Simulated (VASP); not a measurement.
# SrTiO3 in VASP: one cell, several levels of theory

What does VASP give for SrTiO3, cubic perovskite, under -4.0 % biaxial strain in x and y, free along z, the cell held fixed? Runs: PBE, r2SCAN. The results are then set beside those of Ansatz 0.2.0 for the same cell.

Program: VASP 6.6.1. PAW datasets, plane waves. Computed at 0 K without zero-point motion; spin polarisation is off.

### 1 The structure to begin with

The cell comes from an earlier relaxation with r2SCAN in another program, then strained, with the atoms relaxed again.

Space group P4/mmm (No. 123), tetragonal; a = 3.751 Å, c = 4.015 Å in the conventional setting, 11.30 Å³ an atom. Sr has 12 O at 2.65–2.75 Å; Ti has 6 O at 1.88–2.01 Å; O has 2 Ti at 2.01 Å and 4 Sr at 2.65 Å; O has 2 Ti at 1.88 Å and 4 Sr at 2.75 Å.

Coordinates:

Space group P4/mmm (No. 123). a = 3.751 Å, b = 3.751 Å, c = 4.015 Å, α = 90.00°, β = 90.00°, γ = 90.00°
```csv
atom,site,symmetry,x,y,z
Sr,1a,4/mmm,0.0000,0.0000,0.0000
Ti,1d,4/mmm,0.5000,0.5000,0.5000
O,1c,4/mmm,0.5000,0.5000,0.0000
O,2e,mmm.,0.5000,0.0000,0.5000
```

### 2 Single point with PBE

Input file INCAR:

```
ENCUT = 520.000000
SIGMA = 0.020000
EDIFF = 1.00e-07
GGA = PE
PREC = Accurate
IBRION = -1
ISIF = 2
ISMEAR = -1
NBANDS = 28
NELM = 120
NSW = 0
LASPH = .TRUE.
LCHARG = .FALSE.
LWAVE = .FALSE.
LREAL = .FALSE.
```

Input file KPOINTS:

```
KPOINTS created by Atomic Simulation Environment
0
Gamma
6 6 6
0 0 0
```

Input file KPOINTS_OPT:

```
special points
4
Reciprocal
0.0000000000 0.0000000000 0.0000000000 1
0.0000000000 0.5000000000 0.0000000000 1
0.5000000000 0.5000000000 0.0000000000 1
0.5000000000 0.5000000000 0.5000000000 1
```

Input file POSCAR:

```
Sr Ti O
 1.0000000000000000
     3.7505774414999999    0.0000000000000000    0.0000000000000000
     0.0000000000000000    3.7505774414999999    0.0000000000000000
     0.0000000000000000    0.0000000000000000    4.0148913647000004
 Sr  Ti  O
   1   1   3
Cartesian
  0.0000000000000000  0.0000000000000000  0.0000000000000000
  1.8752887207500004  1.8752887207500004  2.0074456823500002
  1.8752887207500004  1.8752887207500004  0.0000000000000000
  1.8752887207500004  0.0000000000000000  2.0074456823500002
  0.0000000000000000  1.8752887207500004  2.0074456823500002
```

The run uses the recommended PBE PAW datasets (40 valence electrons a neutral cell).

Command:

```bash
$ mpirun -np 1 vasp_std
```

Printed to the terminal (iteration lines stand in OSZICAR):

```text
POSCAR found type information on POSCAR SrTiO
 POSCAR found :  3 types and       5 ions
 LDA part: xc-table for (Slater+PW92), standard interpolation
 POSCAR, INCAR and KPOINTS ok, starting setup
 FFT: planning ... GRIDC
 FFT: planning ... GRID_SOFT
 FFT: planning ... GRID
 WAVECAR not read
 entering main loop
 Start KPOINTS_OPT (optional k-point list driver)
k-point batch [1-4\4]
```

OSZICAR:

```text
N       E                     dE             d eps       ncg     rms          rms(c)
DAV:   1     0.438225569747E+03    0.43823E+03   -0.21419E+04  2240   0.161E+03
DAV:   2    -0.326736992578E+01   -0.44149E+03   -0.41961E+03  2524   0.445E+02
DAV:   3    -0.476456106690E+02   -0.44378E+02   -0.44020E+02  3092   0.137E+02
DAV:   4    -0.497149912845E+02   -0.20694E+01   -0.20651E+01  3368   0.253E+01
DAV:   5    -0.497563118051E+02   -0.41321E-01   -0.41312E-01  3080   0.320E+00    0.292E+01
DAV:   6    -0.396503198090E+02    0.10106E+02   -0.49639E+01  3112   0.666E+01    0.163E+01
DAV:   7    -0.397484807222E+02   -0.98161E-01   -0.67929E+00  2900   0.200E+01    0.120E+01
DAV:   8    -0.398001580295E+02   -0.51677E-01   -0.14058E+00  2736   0.129E+01    0.290E+00
DAV:   9    -0.397196523729E+02    0.80506E-01   -0.35890E-01  2720   0.627E+00    0.103E+00
DAV:  10    -0.397180254805E+02    0.16269E-02   -0.75279E-02  2904   0.188E+00    0.653E-01
DAV:  11    -0.397138367818E+02    0.41887E-02   -0.19165E-02  3192   0.146E+00    0.139E-01
DAV:  12    -0.397138284470E+02    0.83347E-05   -0.16866E-03  2692   0.509E-01    0.928E-02
DAV:  13    -0.397138458712E+02   -0.17424E-04   -0.75240E-04  3168   0.206E-01    0.610E-02
DAV:  14    -0.397138277553E+02    0.18116E-04   -0.59582E-05  2752   0.618E-02    0.277E-02
DAV:  15    -0.397138234108E+02    0.43444E-05   -0.11455E-05  3140   0.289E-02    0.179E-02
DAV:  16    -0.397138223138E+02    0.10971E-05   -0.95532E-06  2524   0.216E-02    0.383E-03
DAV:  17    -0.397138224485E+02   -0.13477E-06   -0.11058E-06  2920   0.763E-03    0.315E-03
DAV:  18    -0.397138224057E+02    0.42826E-07   -0.12115E-07  1592   0.287E-03
   1 F= -.39713822E+02 E0= -.39713822E+02  d E =-.793137E-15
       N       E                     dE             ncg
DAV:   1     0.291505872772E+04   -0.40100E+04      224
DAV:   2     0.133525031653E+04   -0.15798E+04      232
DAV:   3     0.113260423245E+04   -0.20265E+03      336
DAV:   4     0.112333984422E+04   -0.92644E+01      280
DAV:   5     0.112303164515E+04   -0.30820E+00      308
DAV:   6     0.112302689327E+04   -0.47519E-02      296
DAV:   7     0.112302682268E+04   -0.70596E-04      308
DAV:   8     0.112302682157E+04   -0.11079E-05      296
DAV:   9     0.112302682155E+04   -0.18461E-07      204
```

The lines after F= are the extra pass for the points of KPOINTS_OPT, at fixed density; their E is not a total energy.

From OUTCAR:

```text
k-points           NKPTS =     40   k-points in BZ     NKDIM =     40   number of bands    NBANDS=     28

   NELECT =      40.0000    total number of electrons

   dimension x,y,z NGX =    28 NGY =   28 NGZ =   30
   dimension x,y,z NGXF=    56 NGYF=   56 NGZF=   60

  energy-cutoff  :      520.00
  volume of cell :       56.48
      direct lattice vectors                 reciprocal lattice vectors
     3.750577441  0.000000000  0.000000000     0.266625610  0.000000000  0.000000000
     0.000000000  3.750577441  0.000000000     0.000000000  0.266625610  0.000000000
     0.000000000  0.000000000  4.014891365     0.000000000  0.000000000  0.249072742

 k-points in reciprocal lattice and weights: KPOINTS created by Atomic Simulation Env
   0.00000000  0.00000000  0.00000000       0.005
   0.16666667  0.00000000  0.00000000       0.019
   0.33333333  0.00000000  0.00000000       0.019
   0.50000000  0.00000000  0.00000000       0.009
   0.16666667  0.16666667  0.00000000       0.019
   0.33333333  0.16666667  0.00000000       0.037
   0.50000000  0.16666667  0.00000000       0.019
   0.33333333  0.33333333  0.00000000       0.019
[... 32 more k-points ...]

 E-fermi :   5.3415

 k-point     1 :       0.0000    0.0000    0.0000
  band No.  band energies     occupation
      1     -51.6160      2.00000
      2     -28.0184      2.00000
      3     -27.9301      2.00000
      4     -27.9301      2.00000
      5     -27.8638      2.00000
      6     -13.0789      2.00000
      7     -12.1455      2.00000
      8     -11.8094      2.00000
      9     -10.1001      2.00000
     10      -9.9893      2.00000
     11      -9.9893      2.00000
     12       1.5116      2.00000
     13       1.8709      2.00000
     14       1.8709      2.00000
     15       3.1995      2.00000
     16       3.4516      2.00000
     17       3.4516      2.00000
     18       4.2330      2.00000
     19       4.3269      2.00000
     20       4.3269      2.00000
     21       6.5323      0.00000
     22       6.5323      0.00000
     23       6.6564      0.00000
     24       8.9494      0.00000
     25       9.5053      0.00000
     26       9.8920      0.00000
     27      10.4019      0.00000
     28      11.3853      0.00000

 k-point     2 :       0.1667    0.0000    0.0000
  band No.  band energies     occupation
      1     -51.6153      2.00000
      2     -28.0588      2.00000
      3     -27.9288      2.00000
      4     -27.9104      2.00000
      5     -27.8624      2.00000
      6     -13.0515      2.00000
      7     -12.0911      2.00000
      8     -11.8672      2.00000
      9     -10.0829      2.00000
     10      -9.9710      2.00000
     11      -9.7797      2.00000
     12       1.4136      2.00000
     13       1.4697      2.00000
     14       1.8373      2.00000
     15       2.7944      2.00000
     16       3.0349      2.00000
     17       3.1488      2.00000
     18       3.5104      2.00000
     19       4.0760      2.00000
     20       4.1446      2.00000
     21       6.5869      0.00000
     22       7.2406      0.00000
     23       7.3369      0.00000
     24       9.0464      0.00000
     25      10.1496      0.00000
     26      10.5099      0.00000
     27      10.9450      0.00000
     28      12.0799      0.00000

 k-point     3 :       0.3333    0.0000    0.0000
  band No.  band energies     occupation
      1     -51.6138      2.00000
      2     -28.1266      2.00000
      3     -27.9262      2.00000
      4     -27.8830      2.00000
      5     -27.8597      2.00000
      6     -13.1570      2.00000
      7     -11.9008      2.00000
      8     -11.7898      2.00000
      9     -10.0480      2.00000
     10      -9.9339      2.00000
     11      -9.4398      2.00000
     12       0.4034      2.00000
     13       1.4049      2.00000
     14       1.7979      2.00000
     15       2.1265      2.00000
     16       2.3484      2.00000
     17       2.4407      2.00000
     18       2.6605      2.00000
     19       3.9254      2.00000
     20       3.9269      2.00000
     21       6.7014      0.00000
     22       8.3853      0.00000
     23       8.4332      0.00000
     24       9.1040      0.00000
     25      11.3742      0.00000
     26      11.6246      0.00000
     27      12.0359      0.00000
     28      12.8543      0.00000

 k-point     4 :       0.5000    0.0000    0.0000
  band No.  band energies     occupation
      1     -51.6131      2.00000
      2     -28.1582      2.00000
      3     -27.9249      2.00000
      4     -27.8712      2.00000
      5     -27.8584      2.00000
      6     -13.2491      2.00000
      7     -11.8995      2.00000
      8     -11.5705      2.00000
      9     -10.0303      2.00000
     10      -9.9151      2.00000
     11      -9.2964      2.00000
     12      -0.1355      2.00000
     13       1.4021      2.00000
     14       1.8169      2.00000
     15       1.9016      2.00000
     16       1.9352      2.00000
     17       2.0721      2.00000
     18       2.4348      2.00000
     19       3.8442      2.00000
     20       3.8741      2.00000
     21       6.7615      0.00000
     22       8.9110      0.00000
     23       8.9324      0.00000
     24       9.1197      0.00000
     25      11.9404      0.00000
     26      12.2453      0.00000
     27      12.6013      0.00000
     28      12.7395      0.00000

 k-point     5 :       0.1667    0.1667    0.0000
  band No.  band energies     occupation
      1     -51.6145      2.00000
      2     -28.0677      2.00000
      3     -27.9594      2.00000
      4     -27.8910      2.00000
      5     -27.8611      2.00000
      6     -12.9673      2.00000
      7     -12.0997      2.00000
      8     -11.8611      2.00000
      9     -10.0647      2.00000
     10      -9.9410      2.00000
     11      -9.6764      2.00000
     12       1.1450      2.00000
     13       1.4296      2.00000
     14       1.5792      2.00000
     15       2.2816      2.00000
     16       2.5064      2.00000
     17       3.2811      2.00000
     18       3.4573      2.00000
     19       3.7771      2.00000
     20       3.8228      2.00000
     21       7.1958      0.00000
     22       7.3515      0.00000
     23       7.6680      0.00000
     24       9.2981      0.00000
     25      10.7168      0.00000
     26      11.0950      0.00000
     27      11.3610      0.00000
     28      12.4549      0.00000

[... the tables of k-points 6 to 40 left out ...]

  Total        8.5532942      8.5532942      1.6820028      0.0000000      0.0000000      0.0000000
  in kB      242.6464377    242.6464377     47.7163509      0.0000000      0.0000000      0.0000000
  external PRESSURE =     177.6697421 kB  Pullay stress =       0.0000000 kB

 POSITION                                       TOTAL-FORCE (eV/Angst)
 -----------------------------------------------------------------------------------
      0.00000      0.00000      0.00000         0.000000      0.000000      0.000000
      1.87529      1.87529      2.00745         0.000000      0.000000      0.000000
      1.87529      1.87529      0.00000         0.000000      0.000000      0.000000
      1.87529      0.00000      2.00745         0.000000      0.000000      0.000000
      0.00000      1.87529      2.00745         0.000000      0.000000      0.000000
 -----------------------------------------------------------------------------------
    total drift:                                0.000000      0.000000      0.000000

  FREE ENERGIE OF THE ION-ELECTRON SYSTEM (eV)
  ---------------------------------------------------
  free  energy   TOTEN  =       -39.7138224057 eV

  energy  without entropy=      -39.7138224057  energy(sigma->0) =      -39.71382241
```

Hardware: 1 MPI rank of Intel Xeon Platinum 8488C, shared host.

The levels at the points of KPOINTS_OPT are read from vasprun.xml.

Levels at the named points, in eV from the top of band v (v: the last filled band by count, c: the next):

| point | v−1 | v | c | c+1 |
| --- | --- | --- | --- | --- |
| Γ | -0.41 | -0.41 | 1.80 | 1.80 |
| X | -0.89 | -0.86 | 2.03 | 4.18 |
| M | -1.49 | -0.07 | 4.19 | 4.19 |
| R | -0.21 | 0.00 | 4.64 | 4.64 |

The PBE gap is 1.80 eV and indirect (R to Γ), with 2.21 eV as the least direct one. The pressure is 17.77 GPa; the forces vanish within 0.01 eV/Å.

(Part 1 of 2 ends here.)
